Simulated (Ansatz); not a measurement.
I:

```
I
1.0
     0.00000    2.36560    3.90984
     2.19225    0.00000    3.90984
     2.19225    2.36560    0.00000
I
1
Cartesian
  0.0000 0.0000 0.0000
```

```yaml
Program: Ansatz 0.2.0
Task: relaxation of cell and atoms
Functional: exchange-only PBE
Potentials_or_basis: Ansatz PAW
Cutoff: "420 eV (not typed: the program's choice for these potentials)"
k_mesh: 9 × 9 × 9
Occupations: fermi-dirac, width 0.05 eV
Spin: no spin polarisation
```

At the start: volume 40.55 Å³/atom.

**Question.** How do energy, volume and symmetry change on relaxing?

**Answer.** It ends after 19 steps and the volume is 69.55 Å³/atom (+71.5 %); space group I4/mmm (No. 139, to 0.05 Å).

Step by step:
| step | energy change (eV) | largest force (eV/Å) | volume (Å³) |
| --- | --- | --- | --- |
| 1 | 0.0000 | 0.0000 | 40.55 |
| 2 | -0.1512 | 0.0000 | 46.30 |
| 3 | -0.1979 | 0.0000 | 50.54 |
| 4 | -0.2169 | 0.0000 | 54.15 |
| 5 | -0.2199 | 0.0000 | 56.04 |
| 6 | -0.2206 | 0.0000 | 55.41 |
| 7 | -0.2207 | 0.0000 | 55.38 |
| 8 | -0.2207 | 0.0000 | 55.36 |
| 9 | -0.2319 | 0.0000 | 55.36 |
| 10 | -0.2419 | 0.0000 | 57.95 |
| 11 | -0.2480 | 0.0000 | 60.46 |
| 12 | -0.2511 | 0.0000 | 62.84 |
| 13 | -0.2512 | 0.0000 | 63.91 |
| 14 | -0.2513 | 0.0000 | 63.60 |
| 15 | -0.2539 | 0.0000 | 63.60 |
| 16 | -0.2552 | 0.0000 | 64.92 |
| 17 | -0.2567 | 0.0000 | 67.23 |
| 18 | -0.2573 | 0.0000 | 69.55 |
| 19 | -0.2579 | 0.0000 | 69.55 |

Final structure:
```xyz
1
Lattice="0.0000 2.4643 5.7193 2.4673 0.0000 5.7193 2.4673 2.4643 0.0000" Properties=species:S:1:pos:R:3 pbc="T T T"
I     0.0000    0.0000    0.0000
```

Caveat: the volume moved by over 15 % at a fixed basis, so the end points are rough; the plane-wave basis is chosen anew once the cell has moved, so the energies of steps on either side of that aren't comparable; the PAW data sets come from PBE, with cores solved anew for the run's functional, which leaves a small shift of forces and pressure.
